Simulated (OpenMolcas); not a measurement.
**How methods differ on C5H8O2 (methyl methacrylate)**

The species is C5H8O2 (15 atoms), meant as a singlet with charge 0. As SMILES, `C=C(C)C(=O)OC`. Geometry: relaxed at PBE0-D4/def2-TZVP. This is one conformer, not always the lowest.

```xyz
15

C    -2.1155    0.7661    0.4912
C    -0.9803    0.0741    0.4729
C    -0.7039   -1.1020    1.3514
C     0.0660    0.5189   -0.4919
O    -0.0314    1.4463   -1.2528
O     1.1614   -0.2515   -0.4164
C     2.2122    0.1049   -1.3058
H    -2.9231    0.5038    1.1647
H    -2.2510    1.6101   -0.1739
H    -0.4923   -1.9953    0.7590
H     0.1747   -0.9285    1.9774
H    -1.5584   -1.3054    1.9973
H     1.8767    0.0400   -2.3418
H     3.0147   -0.6054   -1.1194
H     2.5502    1.1239   -1.1119
```

Quantity: the dipole moment, in D. The values are calculated.

| level | kind | program | value (D) | CPU time |
| --- | --- | --- | --- | --- |
| BLYP/6-31G* (spherical functions) | GGA | OpenMolcas | 1.78 | 1.7 min |
| PBE/6-31G* (spherical functions) | GGA | OpenMolcas | 1.79 | 1.7 min |
| M06-L/6-31G* (spherical functions) | meta-GGA | OpenMolcas | 1.83 | 2.3 min |
| r2SCAN/6-31G* (spherical functions) | meta-GGA | OpenMolcas | 1.84 | 2.3 min |
| B3LYP/6-31G* (spherical functions) | global hybrid | OpenMolcas | 1.78 | 1.7 min |
| M06-2X/6-31G* (spherical functions) | hybrid meta-GGA | OpenMolcas | 1.75 | 2.1 min |
| PBE0/6-31G* (spherical functions) | global hybrid | OpenMolcas | 1.79 | 98 s |
| B3LYP/6-31G* (Cartesian functions) | global hybrid | OpenMolcas | 1.78 | 1.8 min |

The values span 1.75 to 1.84 D. Magnitudes only. CPU times are rough (shared hosts, several kinds of processor and program).
